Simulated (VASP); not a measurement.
# BN (Fmm2) in VASP: further runs

One crystal, BN, is run at these levels: LDA; tasks: single point.

Everything below comes from runs of VASP 6.6.1. Logs are shortened: lines on timing, memory, paths and dates and some standing lists are left out, and cuts for length are marked.

**1. The crystal as given**

It takes space group Fmm2 (No. 42, orthorhombic). Conventional cell: a = 2.463 Å, b = 6.878 Å, c = 4.475 Å, α = 90.00°, β = 90.00°, γ = 90.00°. Around B (site symmetry mm2) lie 3 N at 1.44 to 1.49 Å. Around N (site symmetry mm2) lie 3 B at 1.44 to 1.49 Å.

Measurements of this composition are mostly on another form, of space group No. 194.

**2. Single point, LDA**

INCAR reads:

```
PREC = Accurate ; ENCUT = 520
EDIFF = 1E-7 ; ISMEAR = 0
SIGMA = 0.05 ; LREAL = F
LASPH = T ; NELM = 100
ALGO = Fast ; ISIF = 2
LWAVE = F ; LCHARG = F
GGA = CA ; NBANDS = 11
```

KPOINTS reads:

```
Automatic mesh
0
Gamma
  12 12 12
```

POSCAR reads:

```
BN
1.0
    0.0000000000      3.4389299082      2.2377055828
    1.2314409547      0.0000000000      2.2377055828
    1.2314409547      3.4389299082      0.0000000000
B N
1 1
Direct
    0.0000486500      0.0000486500      0.9999513500
    0.6666513400      0.6666513400      0.3333486600
```

Potentials or basis: VASP PAW LDA potentials, release 64 (B, N).

Started as:

```
> cat potpaw_LDA.64/B/POTCAR potpaw_LDA.64/N/POTCAR > POTCAR
> mpirun -np 1 vasp_std > vasp.out
```

OUTCAR:

```text
PREC = Accurate
   ENCUT = 520
   EDIFF = 1E-7
   ISMEAR = 0
   LREAL = F
   LASPH = T
   NELM = 100
   ISIF = 2
   GGA = CA

 ion  position               nearest neighbor table
   1  0.000  0.000  1.000-   2 1.44   2 1.44   2 1.49
   2  0.667  0.667  0.333-   1 1.44   1 1.44   1 1.49

  LATTYP: Found a face centered orthorhombic cell.
 ALAT       =     2.4628819094
 B/A-ratio  =     1.8171440330
 C/A-ratio  =     2.7926064137

  Lattice vectors:

 A1 = (   0.0000000000,   3.4389299082,   2.2377055828)
 A2 = (  -1.2314409547,   3.4389299082,   0.0000000000)
 A3 = (  -1.2314409547,   0.0000000000,   2.2377055828)

Analysis of symmetry for initial positions (statically):
=====================================================================
 Subroutine PRICEL returns:
 Original cell was already a primitive cell.

 Routine SETGRP: Setting up the symmetry group for a
 face centered orthorhombic supercell.

 Subroutine GETGRP returns: Found  4 space group operations
 (whereof  4 operations were pure point group operations)
 out of a pool of  8 trial point group operations.

The static configuration has the point symmetry C_2v.

Analysis of symmetry for dynamics (positions and initial velocities):
=====================================================================
 Subroutine PRICEL returns:
 Original cell was already a primitive cell.

 Routine SETGRP: Setting up the symmetry group for a
 face centered orthorhombic supercell.

 Subroutine GETGRP returns: Found  4 space group operations
 (whereof  4 operations were pure point group operations)
 out of a pool of  8 trial point group operations.

The dynamic configuration has the point symmetry C_2v.

 Subroutine INISYM returns: Found  4 space group operations
 (whereof  4 operations are pure point group operations),
 and found     1 'primitive' translations

----------------------------------------------------------------------------------------

                                     Primitive cell

  volume of cell :      18.9526

  direct lattice vectors                    reciprocal lattice vectors
     0.000000000  3.438929908  2.237705583    -0.406028400  0.145394065  0.223443157
     1.231440955  0.000000000  2.237705583     0.406028400 -0.145394065  0.223443157
     1.231440955  3.438929908  0.000000000     0.406028400  0.145394065 -0.223443157

  length of vectors
     4.102872797  2.554167790  3.652764123     0.485721463  0.485721463  0.485721463

  position of ions in fractional coordinates (direct lattice)
     0.000048650  0.000048650  0.999951350
     0.666651340  0.666651340  0.333348660

  ion indices of the primitive-cell ions
   primitive index   ion index
                 1           1
                 2           2

----------------------------------------------------------------------------------------

 KPOINTS: Automatic mesh

Automatic generation of k-mesh.
 Grid dimensions read from file:
 generate k-points for:   12   12   12

 Generating k-lattice:

  Cartesian coordinates                     Fractional coordinates (reciprocal lattice)
    -0.033835700  0.012116172  0.018620263     0.083333333  0.000000000  0.000000000
     0.033835700 -0.012116172  0.018620263     0.000000000  0.083333333  0.000000000
     0.033835700  0.012116172 -0.018620263    -0.000000000 -0.000000000  0.083333333

  Length of vectors
     0.040476789  0.040476789  0.040476789

  Shift w.r.t. Gamma in fractional coordinates (k-lattice)
     0.000000000  0.000000000  0.000000000

 Subroutine IBZKPT returns following result:
 ===========================================

 Found    280 irreducible k-points:

 Following reciprocal coordinates:
            Coordinates               Weight
  0.000000  0.000000  0.000000      1.000000
  0.083333  0.000000  0.000000      8.000000
  0.166667  0.000000  0.000000      8.000000
  0.250000 -0.000000 -0.000000      8.000000
  0.333333 -0.000000  0.000000      8.000000
  0.416667 -0.000000 -0.000000      8.000000
[... 16 lines left out ...]
  0.500000  0.166667 -0.000000      8.000000
 -0.416667  0.166667  0.000000      8.000000
 [... further k-points ...]
   k-points           NKPTS =    280   k-points in BZ     NKDIM =    280   number of bands    NBANDS=     11
   number of dos      NEDOS =    301   number of ions     NIONS =      2
   total plane-waves  NPLWV =  17920
   dimension x,y,z NGX =    32 NGY =   20 NGZ =   28
   dimension x,y,z NGXF=    64 NGYF=   40 NGZF=   56
   ions per type =               1   1
   NGX,Y,Z   is equivalent  to a cutoff of  12.97, 13.02, 12.74 a.u.
   NGXF,Y,Z  is equivalent  to a cutoff of  25.93, 26.04, 25.49 a.u.
 SYSTEM =  unknown system
   PREC   = accura    normal or accurate (medium, high low for compatibility)
   ISTART =      0    job   : 0-new  1-cont  2-samecut
   ICHARG =      2    charge: 1-file 2-atom 10-const
   ISPIN  =      1    spin polarized calculation?
   LNONCOLLINEAR =      F non collinear calculations
   LSORBIT =      F    spin-orbit coupling
   LASPH  =      T    aspherical Exc in radial PAW
   ENCUT  =  520.0 eV  38.22 Ry    6.18 a.u.   7.63  4.75  6.79*2*pi/ulx,y,z
   NELM   =    100;   NELMIN=  2; NELMDL= -5     # of ELM steps
   EDIFF  = 0.1E-06   stopping-criterion for ELM
   LREAL  =      F    real-space projection
   EDIFFG = 0.1E-05   stopping-criterion for IOM
   NSW    =      0    number of steps for IOM
   IBRION =     -1    ionic relax: 0-MD 1-quasi-New 2-CG
   NFREE  =      0    steps in history (QN), initial steepest desc. (CG)
   ISIF   =      2    stress and relaxation
   ISYM   =      2    0-nonsym 1-usesym 2-fastsym
   POTIM  = 0.5000    time-step for ionic-motion
   TEBEG  =    0.0;   TEEND  =   0.0 temperature during run
   PSTRESS=    0.0 pullay stress
   NELECT =       8.0000    total number of electrons
   NUPDOWN=      -1.0000    fix difference up-down
   EMIN   =  10.00;   EMAX   =-10.00  energy-range for DOS
   EFERMI =   0.00;   METHOD = LEGACY
   ISMEAR =     0;   SIGMA  =   0.05  broadening in eV -4-tet -1-fermi 0-gaus
   EFERMI_NEDOS =   21; number of points for ismear=-14 and -15
   IALGO  =     68    algorithm
   IMIX   =      4    mixing-type and parameters
     AMIX     =   0.40;   BMIX     =  1.00
     AMIX_MAG =   1.60;   BMIX_MAG =  1.00
  volume/ion in A,a.u.               =       9.48        63.95
  Fermi-wavevector in a.u.,A,eV,Ry     =   1.228047  2.320672 20.518928  1.508099
  Thomas-Fermi vector in A             =   2.362987
   LORBIT       =      0    0 simple, 1 ext, 2 COOP (PROOUT), +10 PAW based schemes
   GGA     = CA    functional components
   LHFCALC =     F    Hartree Fock is set to
   AEXX    =    0.0000 exact exchange contribution
   IVDW    =     0    specifies the selected vdW correction
   LEPSILON=     F    determine dielectric tensor
   LRPA    =     F    only Hartree local field effects (RPA)
 non-spin polarized calculation
 RMM-DIIS sequential band-by-band and
 Gauss-broadening in eV      SIGMA  =   0.05
  energy-cutoff  :      520.00
  volume of cell :       18.95
 maximum number of plane-waves:       528
   NGX = 15   NGY =  9   NGZ = 13

 number of electron       8.0000000 magnetization

 Free energy of the ion-electron system (eV)
  ---------------------------------------------------
  ext. energy  EPLUGINS =         0.00000000
  ---------------------------------------------------
  free energy    TOTEN  =       -19.21539882 eV

  energy without entropy =      -19.21539882  energy(sigma->0) =      -19.21539882

 E-fermi :   2.2587     XC(G=0): -10.2587

 val. band max:        1.9404951769   @ k =   0.5000  -0.3333   0.1667
 cond. band min:       5.2568499726   @ k =   0.0000   0.5000   0.5000
 fundamental gap:      3.3163547957
 Fermi energy:         2.2587478736

 k-point     1 :       0.0000    0.0000    0.0000
  band No.  band energies     occupation
      1     -15.6616      2.00000
      2      -2.4270      2.00000
      3       0.2763      2.00000
      4       0.5660      2.00000
      5       6.4594      0.00000
      6      12.3057      0.00000
      7      13.6691      0.00000
      8      14.4516      0.00000
      9      16.3259      0.00000
     10      26.7189      0.00000
     11      28.5975      0.00000

 k-point     2 :       0.0833    0.0000    0.0000
  band No.  band energies     occupation
      1     -15.5205      2.00000
      2      -2.2970      2.00000
      3      -0.0964      2.00000
      4       0.1366      2.00000
      5       6.7722      0.00000
      6      12.5885      0.00000
      7      13.7724      0.00000
      8      13.9986      0.00000
      9      16.8390      0.00000
     10      26.9306      0.00000
     11      27.1250      0.00000

 k-point     3 :       0.1667    0.0000    0.0000
  band No.  band energies     occupation
      1     -15.1051      2.00000
      2      -1.9139      2.00000
      3      -1.3784      2.00000
      4      -0.5765      2.00000
      5       7.6017      0.00000
      6      12.5568      0.00000
      7      12.8281      0.00000
      8      14.9745      0.00000
      9      18.0143      0.00000
     10      24.0421      0.00000
     11      27.5386      0.00000

 k-point     4 :       0.2500   -0.0000   -0.0000
  band No.  band energies     occupation
      1     -14.4444      2.00000
      2      -3.1263      2.00000
      3      -1.3330      2.00000
      4      -1.2447      2.00000
      5       8.6680      0.00000
      6      11.1196      0.00000
      7      12.5003      0.00000
      8      17.0332      0.00000
      9      19.3988      0.00000
     10      21.7088      0.00000
     11      26.1348      0.00000

 k-point     5 :       0.3333   -0.0000    0.0000
  band No.  band energies     occupation
      1     -13.6089      2.00000
      2      -4.8828      2.00000
      3      -1.9745      2.00000
      4      -0.3771      2.00000
      5       8.5263      0.00000
      6      10.5207      0.00000
      7      12.7552      0.00000
      8      18.8517      0.00000
      9      19.9650      0.00000
     10      21.2279      0.00000
     11      25.0150      0.00000
[... 211 lines left out ...]
 k-point    21 :       0.3333    0.1667    0.0000
  band No.  band energies     occupation
      1     -14.1757      2.00000
      2      -3.6988      2.00000
      3      -2.0660      2.00000
      4      -0.7291      2.00000
      5       9.0320      0.00000
      6      10.6234      0.00000
      7      13.8527      0.00000
      8      16.8680      0.00000
      9      19.6452      0.00000
     10      20.6324      0.00000
     11      24.9467      0.00000

 k-point    22 :       0.4167    0.1667    0.0000
  band No.  band energies     occupation
      1     -13.3901      2.00000
      2      -4.8475      2.00000
      3      -3.1164      2.00000
      4       0.1035      2.00000
      5       8.5382      0.00000
      6      10.9446      0.00000
      7      13.9929      0.00000
      8      17.7371      0.00000
      9      18.8244      0.00000
     10      21.6456      0.00000
     11      24.4820      0.00000

 k-point    23 :       0.5000    0.1667   -0.0000
  band No.  band energies     occupation
      1     -12.5990      2.00000
      2      -6.0146      2.00000
      3      -3.6739      2.00000
      4       0.9539      2.00000
      5       7.1205      0.00000
      6      12.1626      0.00000
      7      14.2824      0.00000
      8      16.7723      0.00000
      9      20.2086      0.00000
     10      22.1319      0.00000
     11      24.0357      0.00000

 k-point    24 :      -0.4167    0.1667    0.0000
  band No.  band energies     occupation
      1     -12.1715      2.00000
      2      -6.6245      2.00000
      3      -3.7959      2.00000
      4       1.3556      2.00000
      5       6.4038      0.00000
      6      12.6514      0.00000
      7      14.7153      0.00000
      8      16.6307      0.00000
      9      20.2526      0.00000
     10      21.5065      0.00000
     11      24.2598      0.00000

 [... further k-points ...]

------------------------ aborting loop because EDIFF is reached ----------------------------------------

  FORCE on cell =-STRESS in cart. coord.  units (eV):
  Direction    XX          YY          ZZ          XY          YZ          ZX
  --------------------------------------------------------------------------------------
  -------------------------------------------------------------------------------------
  Total        0.4919272     -0.1104412     -3.4735024      0.0000000      0.0000000      0.0000000
  in kB       41.5854661     -9.3362356   -293.6353406      0.0000000      0.0000000      0.0000000
  external PRESSURE =     -87.1287034 kB  Pullay stress =       0.0000000 kB

 VOLUME and BASIS-vectors are now :
 -----------------------------------------------------------------------------
  energy-cutoff  :      520.00
  volume of cell :       18.95
      direct lattice vectors                 reciprocal lattice vectors
     0.000000000  3.438929908  2.237705583    -0.406028400  0.145394065  0.223443157
     1.231440955  0.000000000  2.237705583     0.406028400 -0.145394065  0.223443157
     1.231440955  3.438929908  0.000000000     0.406028400  0.145394065 -0.223443157

 POSITION                                       TOTAL-FORCE (eV/Angst)
 -----------------------------------------------------------------------------------
      1.23144      3.43893      0.00022         0.000000      0.000000     -0.430529
      1.23144      3.43893      2.98354         0.000000      0.000000      0.430529
 -----------------------------------------------------------------------------------
    total drift:                                0.000002     -0.000002     -0.000067

  FREE ENERGIE OF THE ION-ELECTRON SYSTEM (eV)
  ---------------------------------------------------
  free  energy   TOTEN  =       -19.2153988225 eV

  energy  without entropy=      -19.2153988225  energy(sigma->0) =      -19.21539882
```

Run time: 26 s. Hardware: 1 thread of Intel Xeon 6975P-C (Granite Rapids), shared host; peak memory 0.17 GiB.

What came out:

```
Free energy            : -19.2154 eV
Pressure               : -8.7 GPa
Largest force          : 0.431 eV/Å
Band gap on the k mesh : 3.32 eV, indirect (least direct gap 4.41 eV)
```

Forces on the atoms (eV/Å):
```
B    0.000  0.000 -0.431
N    0.000  0.000  0.431
```

A k mesh can miss the band edges. As with any semilocal functional, this LDA gap is likely too small.

[end of part 1 of 2]
